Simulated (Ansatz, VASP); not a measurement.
**Two plane-wave programs on Co**

The input INCAR:

```
SYSTEM = Co
PREC = Accurate
ENCUT = 520
EDIFF = 1E-6
ISMEAR = -1
SIGMA = 0.1
LREAL = .FALSE.
LASPH = .TRUE.
NELM = 100
ALGO = Normal
ISIF = 2
LWAVE = .FALSE.
LCHARG = .FALSE.
GGA = RP
NBANDS = 10
```

Contents of KPOINTS:

```
regular mesh
0
G
  18 18 18
  0 0 0
```

POSCAR

```
Co
1.0
   -1.4480604489      1.4480604489      1.4480604489
    1.4480604489     -1.4480604489      1.4480604489
    1.4480604489      1.4480604489     -1.4480604489
Co
1
Direct
    0.0000000000      0.0000000000      0.0000000000
```

Input for Ansatz:

```yaml
crystal:
  lattice:
    - [-1.4480604489, 1.4480604489, 1.4480604489]
    - [1.4480604489, -1.4480604489, 1.4480604489]
    - [1.4480604489, 1.4480604489, -1.4480604489]
  atoms:
    - { symbol: Co, position: [0.0, 0.0, 0.0] }
hamiltonian:
  xc: rpbe
  pseudopotentials:
    kind: paw
    azcp:
      Co: "pseudopotentials/Co.paw.azcp"
basis:
  ecutwfc: 420
  fft_grid_basis: typed
kpoints:
  mp_grid: { grid: [18, 18, 18], shift: [0, 0, 0] }
magnetization:
  spin_polarized: false
scf:
  occupations: { method: fermi_dirac, width: 0.1 }
  lower_state_search: "off"
output:
  stress: true
```

Alike in both runs: task single point; functional RPBE; k mesh 18 × 18 × 18; occupations fermi-dirac, width 0.1 eV; no spin polarisation.

```csv
,VASP,Ansatz
version,VASP 6.6.1,Ansatz 0.2.0
potentials or method,"VASP PAW PBE potentials, release 64 (Co)","plane waves (420 eV) with PAW, scalar-relativistic"
plane-wave cutoff (eV),520,420
valence electrons in the cell,9,17
```

```csv
,VASP,Ansatz,Ansatz less VASP
pressure (GPa),-18.6,-18.7,-0.04
```

The functional is the same, so the differences come from potentials, cutoffs and numerics. The two sets of potentials don't hold the same shells in valence.

Caveats: so large a pressure means that the cell lies far from this level's equilibrium, or that cutoff or potentials fall short (VASP); the potentials were made for another functional, which shifts forces and pressure (VASP); the run has no spin polarisation, though such a crystal can be magnetic. Spin polarisation is off, so any magnetic state and its effect on volume and gap are missing.
